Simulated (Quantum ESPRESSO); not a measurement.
The system is In, a slab with vacuum.

```
In
1.0
     3.33548    0.00000    0.00000
    -1.66774    2.88861    0.00000
     0.00000    0.00000   26.01829
In
5
Direct
  0.66667 0.33333 0.28826
  0.33333 0.66667 0.39413
  0.66667 0.33333 0.50000
  0.33333 0.66667 0.60587
  0.66667 0.33333 0.71174
```

A sound run:

| Property | Result |
| --- | --- |
| Program | Quantum ESPRESSO 7.5 |
| Task | work function |
| Functional | PBE |
| Potentials or basis | PseudoDojo 0.4.1 SR PBE standard |
| Cutoff | 952 eV |
| Density cutoff | 3810 eV |
| k mesh | 9 × 9 × 1 |
| Occupations | fermi-dirac, width 0.05 eV |
| Spin | no spin polarisation |

It gives largest force 0.128 eV/Å; band gap on the k mesh none (metal or under the smearing width).

Task: What do these careless settings give instead: cutoff 476 eV in place of 952 eV; density cutoff 1905 eV in place of 3810 eV?

Result: Largest force 0.124 eV/Å; band gap on the k mesh none (metal or under the smearing width). The run converged, but these numbers show the error of the settings and aren't properties of the slab.
